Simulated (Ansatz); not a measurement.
# WSe2: the cost of one run

Program: Ansatz 0.2.0. Level of theory: DFT PBE, scalar-relativistic, plane waves, PAW. These are calculated values, not measurements.

1 further run of the same task is left out (set aside as unsound or not needed).

## Step 1: Starting point

Symmetry: P-6m2, No. 187, hexagonal system. The conventional cell has a = 3.321 Å, b = 3.321 Å, c = 31.021 Å, α = 90.00°, β = 90.00°, γ = 120.00°. Around W (site symmetry -6m2) lie 6 Se at 2.55 Å. W (site symmetry 3m) is surrounded by 6 Se at 2.55 Å. Around Se (site symmetry 3m) lie 3 W at 2.55 Å.

Coordinates:

```cif
data_structure
_symmetry_space_group_name_H-M 'P-6m2'
_symmetry_Int_Tables_number 187
_cell_length_a 3.3206
_cell_length_b 3.3206
_cell_length_c 31.0210
_cell_angle_alpha 90.000
_cell_angle_beta 90.000
_cell_angle_gamma 120.000
_cell_volume 296.22
loop_
_atom_site_label
_atom_site_type_symbol
_atom_site_symmetry_multiplicity
_atom_site_Wyckoff_symbol
_atom_site_fract_x
_atom_site_fract_y
_atom_site_fract_z
_atom_site_occupancy
W1 W 1 e 0.66667 0.33333 0.00000 1
W2 W 2 h 0.33333 0.66667 0.75435 1
Se1 Se 2 h 0.33333 0.66667 0.05410 1
Se2 Se 2 i 0.66667 0.33333 0.80845 1
Se3 Se 2 i 0.66667 0.33333 0.29975 1
```

It goes back to an entry of the Materials Project, which need not be the stable form.

It is the result of an earlier relaxation at this level (volume 32.91 Å³/atom; gap on the mesh: 1.53 eV).

## Step 2: Zero of energy

The reference gives a free energy of -63973.9892 eV, pressure 0.00 GPa, largest force 0.000 eV/Å and gap on the mesh 1.53 eV. It was computed beforehand with the settings of the runs below.

## Step 3: Next: energy and stress against strain

The cell is strained by ε times the Voigt pattern (0, 0, 0, 0, 0, 1) (xx, yy, zz, yz, xz, xy; engineering shear), with fractional coordinates fixed (clamped ions). The stress on the pattern is the sum of the stress components weighted by it, tension positive.

## Step 4: At ε = -0.0400

Contents of input.yaml:

```yaml
crystal:
  lattice:
    - [3.3206078107, -0.0664121562, 0.0]
    - [-1.7178185197, 2.9089367982, 0.0]
    - [0.0, 0.0, 31.0209653925]
  atoms:
    - { symbol: W, position: [0.6666666667, 0.3333333333, 0.0] }
    - { symbol: W, position: [0.3333333333, 0.6666666667, 0.7543470704] }
    - { symbol: W, position: [0.3333333333, 0.6666666667, 0.2456529296] }
    - { symbol: Se, position: [0.3333333333, 0.6666666667, 0.0541018954] }
    - { symbol: Se, position: [0.6666666667, 0.3333333333, 0.8084497294] }
    - { symbol: Se, position: [0.6666666667, 0.3333333333, 0.2997487775] }
    - { symbol: Se, position: [0.3333333333, 0.6666666667, 0.9458981046] }
    - { symbol: Se, position: [0.6666666667, 0.3333333333, 0.7002512225] }
    - { symbol: Se, position: [0.6666666667, 0.3333333333, 0.1915502706] }
basis:
  ecutwfc: 420
kpoints:
  mp_grid: { grid: [12, 12, 1] }
hamiltonian:
  xc: pbe
scf:
  occupations: { method: gaussian, width: 0.05 }
output:
  forces: true
  stress: true
  eigenvalues: true
```

Started as:

```
$ ansatz run input.yaml --threads 2 --pin off --max-ram 5120MiB --backend cpu --events-out ev --progress --plain --runs-dir out
```

What time and memory should one allow on 2 threads of Intel Xeon at 2.70GHz, shared host?

About 86 s, with a peak of 1.4 GiB.
